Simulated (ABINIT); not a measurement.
A calculation with ABINIT 10.8.3 (patched build) of BAs (native input, structure typed inline):

Contents of run.abi:

```
# Pseudopotentials
pp_dirpath "./"
pseudos "B.GGA_PBE-JTH.xml, As.GGA_PBE-JTH.xml"

# Structure
acell 3*1.0 Angstrom
rprim
     2.9570103300     0.0000000000     0.0000000000
     0.0000000000     2.9570103300     0.0000000000
     0.0000000000     0.0000000000     2.9570103300
ntypat 2
znucl 5 33
natom 2
typat 1 2
xred
     0.5000000000     0.5000000000     0.5000000000
     0.0000000000     0.0000000000     0.0000000000

# Plane-wave basis
ecut 408.170794 eV
pawecutdg 30.0
pawxcdev 0

# k points
kptopt 1
ngkpt 9 9 9
nshiftk 1
shiftk 0.0 0.0 0.0

# Exchange and correlation
ixc 11

# Bands and occupations
nband 13
occopt 3
tsmear 0.05 eV

# SCF cycle
nstep 100
tolvrs 1.0e-9

# Output
iomode 3
prtwf 0
prtden 0
prteig 0
prtebands 0
```

Potentials or basis: JTH PAW PBE v2.0.

Launch:

```console
$ abinit run.abi > log 2>&1
```

The cell was built by a generator and needn't be a form met in nature.

Q: Write the same calculation in another form: ASE script, structure typed inline.

A: As run:

File run.py:

```python
import json, os
import numpy as np
from ase.units import GPa
from ase.calculators.abinit import Abinit, AbinitProfile
from ase import Atoms

atoms = Atoms(['B', 'As'],
              cell=[[2.95701033, 0.0, 0.0], [0.0, 2.95701033, 0.0], [0.0, 0.0, 2.95701033]],
              scaled_positions=[[0.5, 0.5, 0.5], [0.0, 0.0, 0.0]],
              pbc=True)

profile = AbinitProfile(command='abinit', pp_paths=[os.path.abspath('pseudos')])
params = dict(
    pps='pawxml', xc='PBE',
    ecut=408.1708,
    pawecutdg=816.3416,
    pawxcdev=0,
    kptopt=1,
    ngkpt=[9, 9, 9],
    nshiftk=1,
    shiftk=[0.0, 0.0, 0.0],
    ixc=11,
    nband=13,
    occopt=3,
    tsmear=0.05,
    nstep=100,
    tolvrs=1e-09,
    prtwf=0,
    prtden=0,
)

atoms.calc = Abinit(profile=profile, directory='run', **params)
energy = atoms.get_potential_energy()
forces = atoms.get_forces()
stress = atoms.get_stress()
print(f'energy {energy:.6f} eV')
print('forces (eV/A)')
print(np.round(forces, 5))
print('stress (GPa, Voigt, tension positive)', np.round(stress / GPa, 4))
json.dump(dict(energy=energy, forces=forces.tolist(), stress=stress.tolist(), cell=atoms.cell.tolist(), frac=atoms.get_scaled_positions(wrap=False).tolist()), open('results.json', 'w'))
```

Potentials or basis: JTH PAW PBE v2.0.

Command:

```console
$ python run.py
```

Both were run:

|  | native input, structure typed inline | ASE script, structure typed inline |
| --- | --- | --- |
| Pressure | -2.0 GPa | -2.0 GPa |
| Band gap on the k mesh | none (metal or under the smearing width) | none (metal or under the smearing width) |
| Valence electrons inside the program's atomic spheres | B 1.43; As 12.52 | B 1.43; As 12.52 |

Keys that steer only the numerical path or the files written may differ.

Caveat: the highest band is partly filled, so the run has too few bands.
